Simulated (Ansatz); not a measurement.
# k/cubic_perovskite: the cell at several levels of theory, part 2 of 2

The system is k/cubic_perovskite in the cubic perovskite A host structure, a generated structure that needn't be the ground state.

Ansatz 0.2.0, plane waves. The steps go on from the part before.

### Step 4. PBEsol: cell and atoms

It starts from the cell of step 2.

Input file input.yaml:

```yaml
crystal:
  lattice:
    - [3.936435134, 0.0, 0.0]
    - [0.0, 3.936435134, 0.0]
    - [0.0, 0.0, 3.936435134]
  atoms:
    - { symbol: Sr, position: [0.0, 0.0, 0.0] }
    - { symbol: Ti, position: [0.5, 0.5, 0.5] }
    - { symbol: O, position: [0.5, 0.0, 0.5] }
    - { symbol: O, position: [0.5, 0.5, 0.0] }
    - { symbol: O, position: [0.0, 0.5, 0.5] }
kpoints:
  mp_grid: { grid: [6, 6, 6] }
hamiltonian:
  xc: pbesol
scf:
  occupations: { method: fermi_dirac, width: 0.02 }
relax:
  f_tol: 0.005
  cell: {}
```

Command:

```bash
$ ansatz run input.yaml --threads 2 --pin off --max-ram 29491MiB --backend cpu --events-out ev --progress --plain --runs-dir out
```

Log:

```text
Engine: ansatz 0.2.0, x86_64-unknown-linux-gnu
Pseudopotentials: kind: paw
Pseudopotential: Sr, paw, valence charge 10, recommended cutoff 420 eV (normal), Sr.paw.azcp
Pseudopotential: Ti, paw, valence charge 12, recommended cutoff 420 eV (normal), Ti.paw.azcp
Pseudopotential: O, paw, valence charge 6, recommended cutoff 420 eV (normal), O.paw.azcp
Functional definition: PBEsol
  exchange = pbesol_x
  correlation = pbesol_c
Crystal: 5 atoms, lattice volume = 60.997 Å³
Basis set: ecut = 420 eV, 1213 PW (Γ), exchange–correlation on 54×54×54 points (8 copies of the dense FFT grid, shifted against one another)
Bands: 25, of which v1, the nominal top of the filled ones, is band 20 counted from 1 (19 counted from 0)
Symmetry: 48 space group operations
Space group: Pm-3m (ITA 221), of the structure as read, at distance tolerance 3.9e-5 Å
k-points: 20 of 216
Non-local potential: Sr, projectors of the file, l = 0: 3, l = 1: 2, l = 2: 2
Non-local potential: Ti, projectors of the file, l = 0: 3, l = 1: 2, l = 2: 3, l = 3: 1
Non-local potential: O, projectors of the file, l = 0: 2, l = 1: 2, l = 2: 1
PAW form: soft (Blöchl's): semilocal exchange-correlation on the pseudo side does not see the compensation charge
PAW frozen core: Sr, regenerated for the run's functional, and the local potential with it (the file was generated under x = pbe(κ = 0.804, μ = 0.2195149727645171), c = pbe(β = 0.06672455060314922))
PAW frozen core: Ti, regenerated for the run's functional, and the local potential with it (the file was generated under x = pbe(κ = 0.804, μ = 0.2195149727645171), c = pbe(β = 0.06672455060314922))
PAW frozen core: O, regenerated for the run's functional, and the local potential with it (the file was generated under x = pbe(κ = 0.804, μ = 0.2195149727645171), c = pbe(β = 0.06672455060314922))
PAW one-centre angular grid: Sr, 110 points (default); XC on 64 Gauss nodes
PAW one-centre angular grid: Ti, 590 points (default); XC on 64 Gauss nodes
PAW one-centre angular grid: O, 110 points (default); XC on 64 Gauss nodes
Initial density: superposition of atomic densities (neutral atoms: chi_scale 0, normalization atom), corrected by the library's trained network
Initial wavefunctions: pseudopotential atomic-orbital guess
Functional: x = pbesol(κ = 0.804, μ = 0.12345679012345678), c = pbesol(β = 0.046)
SCF iter   1: F=—  HF=-7657.234329 eV  |F-HF|=—  |Δ(HF+E_count)|=         —  Δρ=1.70e-2  dr2=1.51e-1  ethr=1.77e-3  ⟨swp⟩=7.2  Hψ=2646  notcnv=0
preconditioner: auto → Resta (q_TF=auto, 2.543 Å⁻¹)  ε∞=5.7  [insulator: Δε(μ)=1.589 eV  Ē_g=12.008 eV  σ=0.020 eV  W_gap=1.00  n_scr=18 (ndim 8)  ℏωp=26.0 eV  f_vac=0.000  D(μ)=0.00/eV (n_scr^D=0)  ε∞_Penn≈5.7]
SCF iter   2: F=—  HF=-7657.204767 eV  |F-HF|=—  |Δ(HF+E_count)|=   2.96e-2  Δρ=4.30e-3  dr2=1.32e-2  ethr=3.78e-4  ⟨swp⟩=2.0  Hψ=888  notcnv=0  defer=19
SCF iter   3: F=—  HF=-7657.202795 eV  |F-HF|=—  |Δ(HF+E_count)|=   1.97e-3  Δρ=1.43e-3  dr2=1.44e-3  ethr=3.30e-5  ⟨swp⟩=2.0  Hψ=729  notcnv=0  defer=20
SCF iter   4: F=—  HF=-7657.202605 eV  |F-HF|=—  |Δ(HF+E_count)|=   1.91e-4  Δρ=1.39e-4  dr2=6.23e-6  ethr=3.60e-6  ⟨swp⟩=2.0  Hψ=715  notcnv=0  defer=20
SCF iter   5: F=—  HF=-7657.202378 eV  |F-HF|=—  |Δ(HF+E_count)|=   2.27e-4  Δρ=3.11e-5  dr2=4.11e-7  ethr=1.56e-8  ⟨swp⟩=2.0  Hψ=875  notcnv=0  defer=20
SCF iter   6: F=-7657.202379 eV  HF=-7657.202379 eV  |F-HF|=1.97e-8  |Δ(HF+E_count)|=   3.53e-7  Δρ=5.23e-6  dr2=1.71e-8  ethr=2.50e-10  ⟨swp⟩=5.0  Hψ=1924  notcnv=0
SCF 1 converged in 6 iterations: F = -7657.202379 eV  dr2 = 1.71e-8
relax step   1: F+E_penalty+E_count = -7657.20237858 eV  Δ(F+E_penalty+E_count) = +0.000e0 eV  max|allowed force component| = 1.195e-29 eV/Å  Δτ_max = 0.0000 Å  P = -5.986 GPa  Ω = 60.997 Å³  (6 SCF iters, dr2 threshold 1.00e-7 eV, accepted)
Crystal: 5 atoms, lattice volume = 59.078 Å³
Basis set: ecut = 420 eV, 1189 PW (Γ), exchange–correlation on 54×54×54 points (8 copies of the dense FFT grid, shifted against one another)
Initial density: handed on by an earlier stage of this run
Initial wavefunctions: those handed on with the density
iter 1 solved again at ethr=1.48e-5 eV; its pass at ethr=3.10e-3 eV (dr2=5.94e-3 eV) is discarded
SCF iter   1: F=—  HF=-7657.249897 eV  |F-HF|=—  |Δ(HF+E_count)|=         —  Δρ=3.85e-3  dr2=6.28e-3  ethr=1.48e-5  ⟨swp⟩=1.8  Hψ=2805  notcnv=0
preconditioner: auto → Resta (q_TF=auto, 2.557 Å⁻¹)  ε∞=5.6  [insulator: Δε(μ)=1.881 eV  Ē_g=12.329 eV  σ=0.020 eV  W_gap=1.00  n_scr=18 (ndim 8)  ℏωp=26.5 eV  f_vac=0.000  D(μ)=0.00/eV (n_scr^D=0)  ε∞_Penn≈5.6]
SCF iter   2: F=—  HF=-7657.248715 eV  |F-HF|=—  |Δ(HF+E_count)|=   1.18e-3  Δρ=1.22e-3  dr2=6.32e-4  ethr=1.48e-5  ⟨swp⟩=2.1  Hψ=797  notcnv=0
SCF iter   3: F=—  HF=-7657.248687 eV  |F-HF|=—  |Δ(HF+E_count)|=   2.79e-5  Δρ=4.10e-4  dr2=7.56e-5  ethr=1.58e-6  ⟨swp⟩=2.2  Hψ=726  notcnv=0
SCF iter   4: F=—  HF=-7657.248463 eV  |F-HF|=—  |Δ(HF+E_count)|=   2.24e-4  Δρ=7.07e-5  dr2=1.60e-6  ethr=1.89e-7  ⟨swp⟩=2.7  Hψ=883  notcnv=0
iter 5 did not close the SCF: its close was put off for the readings that it lacked (scf_convergence_deferred on its scf_iter line)
SCF iter   5: F=-7657.248464 eV  HF=-7657.248464 eV  |F-HF|=2.00e-8  |Δ(HF+E_count)|=   1.30e-6  Δρ=1.18e-5  dr2=6.09e-8  ethr=4.01e-9  ⟨swp⟩=2.0  Hψ=724  notcnv=0
SCF iter   6: F=-7657.248464 eV  HF=-7657.248464 eV  |F-HF|=1.72e-9  |Δ(HF+E_count)|=   3.58e-8  Δρ=2.45e-6  dr2=3.90e-9  ethr=1.52e-10  ⟨swp⟩=2.3  Hψ=1780  notcnv=0
SCF 2 converged in 6 iterations: F = -7657.248464 eV  dr2 = 3.90e-9
relax step   2: F+E_penalty+E_count = -7657.24846428 eV  Δ(F+E_penalty+E_count) = -4.609e-2 eV  max|allowed force component| = 8.000e-30 eV/Å  Δτ_max = 0.0000 Å  P = -0.322 GPa  Ω = 59.078 Å³  energy of the carried Pulay correction = +7.385e-3 eV  (6 SCF iters, dr2 threshold 5.00e-7 eV, accepted)
Crystal: 5 atoms, lattice volume = 58.973 Å³
iter 1 solved again at ethr=6.57e-8 eV; its pass at ethr=3.10e-3 eV (dr2=2.63e-5 eV) is discarded
SCF iter   1: F=—  HF=-7657.249220 eV  |F-HF|=—  |Δ(HF+E_count)|=         —  Δρ=2.29e-4  dr2=2.24e-5  ethr=6.57e-8  ⟨swp⟩=2.1  Hψ=2570  notcnv=0
preconditioner: auto → Resta (q_TF=auto, 2.557 Å⁻¹)  ε∞=5.6  [insulator: Δε(μ)=1.852 eV  Ē_g=12.326 eV  σ=0.020 eV  W_gap=1.00  n_scr=18 (ndim 8)  ℏωp=26.5 eV  f_vac=0.000  D(μ)=0.00/eV (n_scr^D=0)  ε∞_Penn≈5.6]
SCF iter   2: F=—  HF=-7657.248978 eV  |F-HF|=—  |Δ(HF+E_count)|=   2.42e-4  Δρ=6.50e-5  dr2=1.78e-6  ethr=5.60e-8  ⟨swp⟩=2.0  Hψ=704  notcnv=0
iter 3 did not close the SCF: its close was put off for the readings that it lacked (scf_convergence_deferred on its scf_iter line)
SCF iter   3: F=-7657.248978 eV  HF=-7657.248978 eV  |F-HF|=1.11e-8  |Δ(HF+E_count)|=   3.05e-8  Δρ=2.36e-5  dr2=2.37e-7  ethr=4.44e-9  ⟨swp⟩=2.2  Hψ=744  notcnv=0
iter 4 did not close the SCF: its close was put off for the readings that it lacked (scf_convergence_deferred on its scf_iter line)
SCF iter   4: F=-7657.248978 eV  HF=-7657.248978 eV  |F-HF|=2.85e-9  |Δ(HF+E_count)|=   6.60e-8  Δρ=4.05e-6  dr2=4.72e-9  ethr=5.93e-10  ⟨swp⟩=2.9  Hψ=935  notcnv=0
iter 5 did not close the SCF: its close was put off for the readings that it lacked (scf_convergence_deferred on its scf_iter line)
SCF iter   5: F=-7657.248978 eV  HF=-7657.248978 eV  |F-HF|=9.64e-11  |Δ(HF+E_count)|=   3.83e-9  Δρ=6.79e-7  dr2=1.97e-10  ethr=1.18e-11  ⟨swp⟩=2.0  Hψ=719  notcnv=0
SCF iter   6: F=-7657.248978 eV  HF=-7657.248978 eV  |F-HF|=7.28e-12  |Δ(HF+E_count)|=  1.32e-10  Δρ=1.53e-7  dr2=1.46e-11  ethr=1.00e-12  ⟨swp⟩=1.0  Hψ=1349  notcnv=0
SCF 3 converged in 6 iterations: F = -7657.248978 eV  dr2 = 1.46e-11
relax step   3: F+E_penalty+E_count = -7657.24897803 eV  Δ(F+E_penalty+E_count) = -5.138e-4 eV  max|allowed force component| = 4.372e-30 eV/Å  Δτ_max = 0.0000 Å  P = +0.017 GPa  Ω = 58.973 Å³  energy of the carried Pulay correction = +7.798e-3 eV  (6 SCF iters, dr2 threshold 2.60e-7 eV, accepted)
Initial wavefunctions: pseudopotential atomic-orbital guess (no wavefunctions were taken with the density)
iter 1 solved again at ethr=4.14e-7 eV; its pass at ethr=3.10e-3 eV (dr2=1.66e-4 eV) is discarded
SCF iter   1: F=—  HF=-7657.242373 eV  |F-HF|=—  |Δ(HF+E_count)|=         —  Δρ=2.70e-4  dr2=6.34e-6  ethr=4.14e-7  ⟨swp⟩=3.7  Hψ=3971  notcnv=0
preconditioner: auto → Resta (q_TF=auto, 2.557 Å⁻¹)  ε∞=5.6  [insulator: Δε(μ)=1.849 eV  Ē_g=12.325 eV  σ=0.020 eV  W_gap=1.00  n_scr=18 (ndim 8)  ℏωp=26.5 eV  f_vac=0.000  D(μ)=0.00/eV (n_scr^D=0)  ε∞_Penn≈5.6]
SCF iter   2: F=—  HF=-7657.242153 eV  |F-HF|=—  |Δ(HF+E_count)|=   2.20e-4  Δρ=1.29e-4  dr2=1.27e-6  ethr=1.59e-8  ⟨swp⟩=2.0  Hψ=889  notcnv=0
SCF iter   3: F=—  HF=-7657.242149 eV  |F-HF|=—  |Δ(HF+E_count)|=   3.83e-6  Δρ=2.94e-5  dr2=7.11e-8  ethr=3.17e-9  ⟨swp⟩=2.4  Hψ=812  notcnv=0
SCF iter   4: F=—  HF=-7657.242150 eV  |F-HF|=—  |Δ(HF+E_count)|=   1.17e-7  Δρ=1.45e-6  dr2=8.12e-10  ethr=1.78e-10  ⟨swp⟩=2.0  Hψ=692  notcnv=0
SCF iter   5: F=—  HF=-7657.242150 eV  |F-HF|=—  |Δ(HF+E_count)|=  1.51e-10  Δρ=3.33e-7  dr2=8.98e-11  ethr=2.03e-12  ⟨swp⟩=2.7  Hψ=888  notcnv=0
SCF iter   6: F=-7657.242150 eV  HF=-7657.242150 eV  |F-HF|=3.64e-12  |Δ(HF+E_count)|=  5.46e-12  Δρ=6.58e-8  dr2=3.00e-12  ethr=1.00e-12  ⟨swp⟩=4.8  Hψ=1794  notcnv=0
SCF 4 converged in 6 iterations: F = -7657.242150 eV  dr2 = 3.00e-12
relax step   4: F+E_penalty+E_count = -7657.24214957 eV  Δ(F+E_penalty+E_count) = +6.828e-3 eV  max|allowed force component| = 5.114e-30 eV/Å  Δτ_max = 0.0000 Å  P = -0.182 GPa  Ω = 58.973 Å³  stress off target by 1.82e-1 GPa  SCF on the basis re-selected at this cell (its energy is not comparable with the rows above)  (6 SCF iters)
basis re-selected at this cell: Δ(F+E_penalty+E_count) = +6.828e-3 eV, ΔP = -0.199 GPa vs the last step (what re-selecting the basis moved, of the pressure what is left beyond the Pulay correction that the steps carried, after the strain that the cell walked since its last selection, with what the two solves' SCF thresholds leave and, on support functions, any second-order correction that the steps lacked; it is no measure of the basis error at this ecutwfc). This SCF's stress stands 1.82e-1 GPa from its target on what of the cell is left free (relax.cell.stress_tol is 5.00e-2 GPa) and its largest allowed force component is 5.11e-30 eV/Å (relax.f_tol is 5.00e-3 eV/Å): not within both, so this SCF does not close the relaxation
Crystal: 5 atoms, lattice volume = 58.916 Å³
iter 1 solved again at ethr=2.04e-8 eV; its pass at ethr=3.10e-3 eV (dr2=8.16e-6 eV) is discarded
SCF iter   1: F=—  HF=-7657.242639 eV  |F-HF|=—  |Δ(HF+E_count)|=         —  Δρ=1.28e-4  dr2=6.96e-6  ethr=2.04e-8  ⟨swp⟩=2.0  Hψ=2573  notcnv=0
preconditioner: auto → Resta (q_TF=auto, 2.558 Å⁻¹)  ε∞=5.6  [insulator: Δε(μ)=1.852 eV  Ē_g=12.333 eV  σ=0.020 eV  W_gap=1.00  n_scr=18 (ndim 8)  ℏωp=26.5 eV  f_vac=0.000  D(μ)=0.00/eV (n_scr^D=0)  ε∞_Penn≈5.6]
SCF iter   2: F=—  HF=-7657.242407 eV  |F-HF|=—  |Δ(HF+E_count)|=   2.32e-4  Δρ=3.39e-5  dr2=4.75e-7  ethr=1.74e-8  ⟨swp⟩=2.0  Hψ=862  notcnv=0
iter 3 did not close the SCF: its close was put off for the readings that it lacked (scf_convergence_deferred on its scf_iter line)
SCF iter   3: F=-7657.242407 eV  HF=-7657.242407 eV  |F-HF|=4.06e-9  |Δ(HF+E_count)|=   9.16e-9  Δρ=1.26e-5  dr2=6.56e-8  ethr=1.19e-9  ⟨swp⟩=2.2  Hψ=751  notcnv=0
iter 4 did not close the SCF: its close was put off for the readings that it lacked (scf_convergence_deferred on its scf_iter line)
SCF iter   4: F=-7657.242407 eV  HF=-7657.242407 eV  |F-HF|=7.69e-10  |Δ(HF+E_count)|=   1.89e-8  Δρ=2.13e-6  dr2=1.21e-9  ethr=1.64e-10  ⟨swp⟩=2.5  Hψ=816  notcnv=0
iter 5 did not close the SCF: its close was put off for the readings that it lacked (scf_convergence_deferred on its scf_iter line)
SCF iter   5: F=-7657.242407 eV  HF=-7657.242407 eV  |F-HF|=6.91e-11  |Δ(HF+E_count)|=  8.91e-10  Δρ=3.95e-7  dr2=7.10e-11  ethr=3.02e-12  ⟨swp⟩=2.6  Hψ=889  notcnv=0
SCF iter   6: F=-7657.242407 eV  HF=-7657.242407 eV  |F-HF|=3.64e-12  |Δ(HF+E_count)|=  8.37e-11  Δρ=9.14e-8  dr2=5.67e-12  ethr=1.00e-12  ⟨swp⟩=1.1  Hψ=1090  notcnv=0
SCF 5 converged in 6 iterations: F = -7657.242407 eV  dr2 = 5.67e-12
relax step   5: F+E_penalty+E_count = -7657.24240744 eV  Δ(F+E_penalty+E_count) = -2.579e-4 eV  max|allowed force component| = 2.462e-29 eV/Å  Δτ_max = 0.0000 Å  P = -0.000 GPa  Ω = 58.916 Å³  energy of the carried Pulay correction = +2.257e-4 eV  (6 SCF iters, dr2 threshold 8.28e-8 eV, accepted)
iter 1 solved again at ethr=4.14e-7 eV; its pass at ethr=3.10e-3 eV (dr2=1.66e-4 eV) is discarded
SCF iter   1: F=—  HF=-7657.242488 eV  |F-HF|=—  |Δ(HF+E_count)|=         —  Δρ=1.41e-5  dr2=5.53e-8  ethr=4.14e-7  ⟨swp⟩=3.7  Hψ=3973  notcnv=0
eigensolver tolerance schedule: the retry pair's looser diagonalisation over-reported the residual by 2991.72 of it (diagonalisation noise at 0.67 of the residual, at the tolerance the schedule requests for it); recorded, not acted on — ethr = c·dr2/N_el stays at c = 1.0e-1
preconditioner: auto → Resta (q_TF=auto, 2.558 Å⁻¹)  ε∞=5.6  [insulator: Δε(μ)=1.851 eV  Ē_g=12.332 eV  σ=0.020 eV  W_gap=1.00  n_scr=18 (ndim 8)  ℏωp=26.5 eV  f_vac=0.000  D(μ)=0.00/eV (n_scr^D=0)  ε∞_Penn≈5.6]
SCF iter   2: F=—  HF=-7657.242259 eV  |F-HF|=—  |Δ(HF+E_count)|=   2.29e-4  Δρ=6.93e-6  dr2=1.02e-8  ethr=1.38e-10  ⟨swp⟩=4.1  Hψ=1384  notcnv=0
SCF iter   3: F=—  HF=-7657.242259 eV  |F-HF|=—  |Δ(HF+E_count)|=  9.09e-10  Δρ=4.72e-6  dr2=5.14e-9  ethr=2.56e-11  ⟨swp⟩=1.0  Hψ=500  notcnv=0
SCF iter   4: F=—  HF=-7657.242259 eV  |F-HF|=—  |Δ(HF+E_count)|=  7.69e-10  Δρ=5.38e-7  dr2=1.81e-10  ethr=1.28e-11  ⟨swp⟩=1.4  Hψ=515  notcnv=0
SCF iter   5: F=—  HF=-7657.242259 eV  |F-HF|=—  |Δ(HF+E_count)|=  1.91e-11  Δρ=3.92e-7  dr2=7.54e-11  ethr=1.00e-12  ⟨swp⟩=1.1  Hψ=501  notcnv=0
iter 6 did not close the SCF: its close was put off for the readings that it lacked (scf_convergence_deferred on its scf_iter line)
SCF iter   6: F=-7657.242259 eV  HF=-7657.242259 eV  |F-HF|=7.28e-12  |Δ(HF+E_count)|=  5.46e-12  Δρ=2.01e-7  dr2=1.35e-11  ethr=1.00e-12  ⟨swp⟩=1.0  Hψ=500  notcnv=0
iter 7 did not close the SCF: its close was put off for the readings that it lacked (scf_convergence_deferred on its scf_iter line)
SCF iter   7: F=-7657.242259 eV  HF=-7657.242259 eV  |F-HF|=9.09e-13  |Δ(HF+E_count)|=  3.64e-12  Δρ=1.06e-7  dr2=3.71e-12  ethr=1.00e-12  ⟨swp⟩=1.0  Hψ=500  notcnv=0
iter 8 did not close the SCF: its close was put off for the readings that it lacked (scf_convergence_deferred on its scf_iter line)
SCF iter   8: F=-7657.242259 eV  HF=-7657.242259 eV  |F-HF|=2.73e-12  |Δ(HF+E_count)|=  1.82e-12  Δρ=3.78e-8  dr2=4.22e-13  ethr=1.00e-12  ⟨swp⟩=1.0  Hψ=500  notcnv=0
iter 9 did not close the SCF: its close was put off for the readings that it lacked (scf_convergence_deferred on its scf_iter line)
SCF iter   9: F=-7657.242259 eV  HF=-7657.242259 eV  |F-HF|=9.09e-13  |Δ(HF+E_count)|=  9.09e-13  Δρ=2.14e-8  dr2=1.48e-13  ethr=1.00e-12  ⟨swp⟩=1.0  Hψ=500  notcnv=0
SCF iter  10: F=-7657.242259 eV  HF=-7657.242259 eV  |F-HF|=9.09e-13  |Δ(HF+E_count)|=  9.09e-13  Δρ=1.01e-9  dr2=7.84e-16  ethr=1.00e-12  ⟨swp⟩=1.9  Hψ=1203  notcnv=0
SCF 6 converged in 10 iterations: F = -7657.242259 eV  dr2 = 7.84e-16
relax step   6: F+E_penalty+E_count = -7657.24225885 eV  Δ(F+E_penalty+E_count) = +1.486e-4 eV  max|allowed force component| = 1.720e-29 eV/Å  Δτ_max = 0.0000 Å  P = -0.004 GPa  Ω = 58.916 Å³  stress off target by 3.63e-3 GPa  SCF on the basis re-selected at this cell (its energy is not comparable with the rows above)  (10 SCF iters)
basis re-selected at this cell: Δ(F+E_penalty+E_count) = +1.486e-4 eV, ΔP = -0.003 GPa vs the last step (what re-selecting the basis moved, of the pressure what is left beyond the Pulay correction that the steps carried, after the strain that the cell walked since its last selection, with what the two solves' SCF thresholds leave and, on support functions, any second-order correction that the steps lacked; it is no measure of the basis error at this ecutwfc). This SCF's stress stands 3.63e-3 GPa from its target on what of the cell is left free (relax.cell.stress_tol is 5.00e-2 GPa) and its largest allowed force component is 1.72e-29 eV/Å (relax.f_tol is 5.00e-3 eV/Å): within both
SCF converged after 10 iterations
Free energy (F): -7657.242259 eV
Harris-Foulkes:  -7657.242259 eV  (|F-HF|=9.09e-13)
Internal energy: -7657.242259 eV  (E = F + TS)
E sigma→0 (E₀):  -7657.242259 eV
Fermi energy:    10.932514 eV
--- Per-component energies (eV) ---
  E_band       = -202.100206
  E_kinetic    = 1046.210710
  E_local      = -2367.055441  (includes V_loc(G=0)·N_el)
  E_nonlocal   = 351.493384
  E_hartree    = 825.559962
  E_xc         = -491.039250
  E_vxc        = -569.042051  (∫ρ·V_xc dr)
  E_paw        = -4121.204773  (= ΣΔE_a)
  E_vpaw       = -314.834325  (= ΣTr[D̂ρ^β])
  E_aug_tail   = 0.007591  (compensation charges beyond the density's cutoff)
  E_ewald      = -2901.594038
  E_core_change = 0.379595  (= ΣΔE_core)
  E_smearing   = -0.000000  (= −TS)
  E_closure    = -0.000000  (closes the sum)
  Σ components = -7657.242259   (vs F -7657.242259, Δ=0.00e0)
--- Forces (eV/Å), atoms counted from 1 ---
  atom   1  Sr    -0.00000000    -0.00000000    -0.00000000
  atom   2  Ti     0.00000000     0.00000000     0.00000000
  atom   3  O      0.00000000     0.00000000    -0.00000000
  atom   4  O      0.00000000     0.00000000     0.00000000
  atom   5  O      0.00000000    -0.00000000    -0.00000000
  max |Σ_I F_I| component: 2.97e-29 eV/Å
--- Stress (GPa, compression-positive) ---
       -0.003632       0.000000       0.000000
        0.000000      -0.003632      -0.000000
        0.000000      -0.000000      -0.003632
  P = ⅓ Tr σ = -0.0036 GPa (-0.036 kbar)
--- Relaxed structure (4 steps of the walk, 4 accepted, 2 SCFs on fresh bases) ---
  F+E_penalty+E_count = -7657.24225885 eV   max|allowed force component| = 1.720e-29 eV/Å   (the final SCF, on the basis selected at the relaxed cell)
  cell:  # Å, volume = 58.9161 Å³
    - [3.891149175945218, 6.058654616718179e-34, 3.851859888774472e-34]
    - [6.058654616718179e-34, 3.891149175945218, 0.0]
    - [3.851859888774472e-34, 0.0, 3.891149175945218]
  atoms:
    - { symbol: Sr, position: [-2.29339397377007e-36, 3.2489747960426113e-37, -9.55580822423973e-38] }
    - { symbol: Ti, position: [0.5, 0.5, 0.5] }
    - { symbol: O, position: [0.5, -1.2104023750940849e-37, 0.5] }
    - { symbol: O, position: [0.5, 0.5, 6.370538815727372e-38] }
    - { symbol: O, position: [5.096431053024614e-37, 0.5, 0.5] }
```

It took 5.3 s on 2 threads of AMD EPYC 7R13 (Zen 3), shared host; peak memory 0.5 GiB.

The steps:

| step | energy change (meV/atom) | largest force (eV/Å) | pressure (GPa) | volume (Å³/atom) |
| --- | --- | --- | --- | --- |
| 1 | 0.0 | 0.0000 | -5.99 | 12.199 |
| 2 | -9.2 | 0.0000 | -0.32 | 11.816 |
| 3 | -9.3 | 0.0000 | 0.02 | 11.795 |
| 4 | -8.0 | 0.0000 | -0.18 | 11.795 |
| 5 | -8.0 | 0.0000 | 0.00 | 11.783 |
| 6 | -8.0 | 0.0000 | 0.00 | 11.783 |

Step 4 solves the same cell on a plane-wave basis chosen anew, so the energy can jump there without a move.

The table lists every geometry solved, with passes on a fresh basis, whose energies don't compare exactly with the rows above.

|  | before | after | change |
| --- | --- | --- | --- |
| a (Å) | 3.936 | 3.891 | -1.15 % |
| volume (Å³/atom) | 12.199 | 11.783 | -3.41 % |
| shortest distance (Å) | 1.968 | 1.946 | -1.15 % |
| space group | Pm-3m | Pm-3m | same |

### Step 5. All levels compared

The summary covers parts 1 to 2.

| level | a (Å) | volume (Å³/atom) | space group | SCF geometries |
| --- | --- | --- | --- | --- |
| PBE | 3.936 | 12.199 | Pm-3m | 6 |
| r2SCAN | 3.907 | 11.926 | Pm-3m | 4 |
| PBEsol | 3.891 | 11.783 | Pm-3m | 6 |

In words: The first relaxation changed the volume by +1.8 % from the start. PBEsol gives the smallest cell and PBE the largest; they differ by 3.5 % in volume, a mean of 1.2 % in length. A measured a is 3.9052 Å (300 K; ceramic; “Glass-like thermal conductivity in SrTiO3 thermoelectrics induced by A-site vacancies”, 2014, arxiv:1411.0410); the misses are PBE +0.8 %, r2SCAN +0.0 %, PBEsol -0.4 %. 2 values of this kind are on record (3.9036 to 3.9052 Å); this one was drawn at random. The calculation is for a static lattice, without the thermal expansion and zero-point motion that a measured cell holds.
